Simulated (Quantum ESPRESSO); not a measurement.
An input for Quantum ESPRESSO 7.5 (Cu):

Contents of run.py:

```python
import numpy as np
from ase.calculators.espresso import Espresso, EspressoProfile
import spglib
from ase import Atoms
from ase.io import read

atoms = read('Cu.cif')
cell, pos, num = spglib.standardize_cell((atoms.cell[:], atoms.get_scaled_positions(), atoms.numbers), to_primitive=True, symprec=1e-4)
atoms = Atoms(numbers=num, cell=cell, scaled_positions=pos, pbc=True)

input_data = {
    'control': {'calculation': 'scf', 'prefix': 'pwscf', 'outdir': './tmp', 'tprnfor': True, 'tstress': True, 'disk_io': 'low', 'nstep': 30},
    'system': {'ecutwfc': 104.0, 'nbnd': 16, 'input_dft': 'r2scan', 'occupations': 'smearing', 'smearing': 'fd', 'degauss': 0.00367493, 'nspin': 2, 'noncolin': True},
    'electrons': {'conv_thr': 1e-08, 'electron_maxstep': 60, 'mixing_beta': 0.5},
}
pseudopotentials = {'Cu': 'Cu.upf'}
profile = EspressoProfile(command='pw.x', pseudo_dir='pseudo')
atoms.calc = Espresso(profile=profile, input_data=input_data, pseudopotentials=pseudopotentials, kpts=(7, 7, 7), koffset=(0, 0, 0))

from ase.optimize import BFGS
from ase.filters import FrechetCellFilter
done = BFGS(FrechetCellFilter(atoms), trajectory='opt.traj').run(fmax=0.02, steps=30)
print('converged', done)
print('cell (A)', np.round(atoms.cell.cellpar(), 5))
print(f'energy {atoms.get_potential_energy():.8f} eV')
print('forces (eV/A)')
print(np.round(atoms.get_forces(), 6))
print('stress (eV/A^3, Voigt)')
print(np.round(atoms.get_stress(), 8))
print(f'Fermi level {atoms.calc.get_fermi_level():.4f} eV')
```

Cu.cif

```cif
data_Cu
_cell_length_a 2.88558664
_cell_length_b 2.88558664
_cell_length_c 2.75216290
_cell_angle_alpha 90.00000000
_cell_angle_beta 90.00000000
_cell_angle_gamma 90.00000000
_space_group_name_H-M_alt 'I4/mmm'
_space_group_name_Hall '-I 4 2'
_space_group_IT_number 139
loop_
_space_group_symop_operation_xyz
'x,y,z'
'-x,-y,-z'
'-y,x,z'
'y,-x,-z'
'-x,-y,z'
'x,y,-z'
'y,-x,z'
'-y,x,-z'
'x,-y,-z'
'-x,y,z'
'-y,-x,-z'
'y,x,z'
'-x,y,-z'
'x,-y,z'
'y,x,-z'
'-y,-x,z'
'x+1/2,y+1/2,z+1/2'
'-x+1/2,-y+1/2,-z+1/2'
'-y+1/2,x+1/2,z+1/2'
'y+1/2,-x+1/2,-z+1/2'
'-x+1/2,-y+1/2,z+1/2'
'x+1/2,y+1/2,-z+1/2'
'y+1/2,-x+1/2,z+1/2'
'-y+1/2,x+1/2,-z+1/2'
'x+1/2,-y+1/2,-z+1/2'
'-x+1/2,y+1/2,z+1/2'
'-y+1/2,-x+1/2,-z+1/2'
'y+1/2,x+1/2,z+1/2'
'-x+1/2,y+1/2,-z+1/2'
'x+1/2,-y+1/2,z+1/2'
'y+1/2,x+1/2,-z+1/2'
'-y+1/2,-x+1/2,z+1/2'
loop_
_atom_site_label
_atom_site_type_symbol
_atom_site_symmetry_multiplicity
_atom_site_Wyckoff_symbol
_atom_site_fract_x
_atom_site_fract_y
_atom_site_fract_z
_atom_site_occupancy
Cu1 Cu 2 a 0.0000000000 0.0000000000 0.0000000000 1
```

Potentials or basis: PseudoDojo 0.4 SR PBE stringent.

The run is started by

```console
$ OMP_NUM_THREADS=1 python run.py
```

Does this run start?

The run stopped without a result. It printed:

Output:

```text
Traceback (most recent call last):
  File "<dir>", line 22, in <module>
  File "ase/optimize/optimize.py", line 506, in run
  File "ase/optimize/optimize.py", line 375, in run
  File "ase/optimize/optimize.py", line 322, in irun
  File "ase/filters.py", line 31, in get_gradient
  File "ase/filters.py", line 602, in get_forces
  File "ase/atoms.py", line 2050, in get_stress
  File "ase/abc.py", line 34, in get_stress
  File "ase/calculator.py", line 517, in get_property
  File "ase/genericfileio.py", line 336, in calculate
  File "ase/espresso.py", line 86, in execute
  File "ase/genericfileio.py", line 104, in run
  File "python3.12/subprocess.py", line 413, in check_call
subprocess.CalledProcessError: Command '['pw.x', '-in', 'espresso.pwi']' returned non-zero exit status 1.
```

espresso.pwo:

```text
This program is part of the open-source Quantum ESPRESSO suite
     for quantum simulation of materials; please cite
         "P. Giannozzi et al., J. Phys.:Condens. Matter 21 395502 (2009);
         "P. Giannozzi et al., J. Phys.:Condens. Matter 29 465901 (2017);
         "P. Giannozzi et al., J. Chem. Phys. 152 154105 (2020);
     in publications or presentations arising from this work. More details at

Warning: card &CELL ignored
Warning: card &FCP ignored
Warning: card &RISM ignored

 %%%%%%%%%%%%%%%%%%%%%%%%%%%%%%%%%%%%%%%%%%%%%%%%%%%%%%%%%%%%%%%%%%%%%%%%%%%%%%
     Error in routine iosys (1):
     noncolin .and. nspin==2 are conflicting flags
 %%%%%%%%%%%%%%%%%%%%%%%%%%%%%%%%%%%%%%%%%%%%%%%%%%%%%%%%%%%%%%%%%%%%%%%%%%%%%%

     stopping ...
```
